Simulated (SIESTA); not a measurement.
**RbCl under changes of volume**

One of the cells (35.094 Å³/atom); the others are scaled copies at fixed shape and fractional positions:

```
Rb Cl
1.0
     0.00000    3.27400    3.27400
     3.27400    0.00000    3.27400
     3.27400    3.27400    0.00000
Rb Cl
1 1
Direct
  0.00000 0.00000 0.00000
  0.50000 0.50000 0.50000
```

```yaml
Program: SIESTA 5.4.2
Functional: LDA
Potentials_or_basis: PseudoDojo 0.4 standard (LDA files)
Basis: DZP (energy shift 0.003 Ry; two zetas on semicore shells; d shell added on Rb)
Grid_cutoff: 800 Ry
Energy_shift: 0.003 Ry
k_mesh: 7 × 7 × 7
Occupations: fermi-dirac, width 0.05 eV
Spin: no spin polarisation
```

| volume (Å³/atom) | energy over the lowest point (meV/atom) | pressure (GPa) | gap on the mesh (eV) |
| --- | --- | --- | --- |
| 32.989 | 0.00 | -0.4 | 4.84 |
| 33.690 | 2.49 | -0.8 | 4.77 |
| 34.392 | 6.66 | -1.1 | 4.71 |
| 35.094 | 12.29 | -1.4 | 4.64 |
| 35.796 | 19.12 | -1.7 | 4.58 |
| 36.498 | ? | ? | ? |
| 37.200 | 36.10 | -2.2 | 4.47 |

**Question.** What does the run at 36.498 Å³/atom give?

**Answer.** Energy over the lowest point 27.10 meV/atom; pressure -1.9 GPa; gap on the mesh 4.52 eV.

Worked out: A Birch-Murnaghan fit of order 3 (a polynomial in V^(-2/3)) to the other rows has its minimum at 32.41 Å³/atom, just outside them, with B0 = V·E''(V) = 22 GPa and B' = 4.9. It gives 27.13 meV/atom at 36.498 Å³/atom, against the run's 27.10, and -dE/dV = -1.9 GPa, against -1.9. A straight line through the other rows of the gap, of slope -3.09 eV per unit of ln V (its deformation potential), gives 4.52 eV, against the run's 4.52.

Energies are extrapolated to zero smearing.

Caveats: the basis of atomic orbitals isn't converged, which shifts pressures, moduli and gaps; an odd mesh through Γ misses points on the zone boundary, where band edges often lie (some runs). Spin-orbit coupling on Rb is left out.
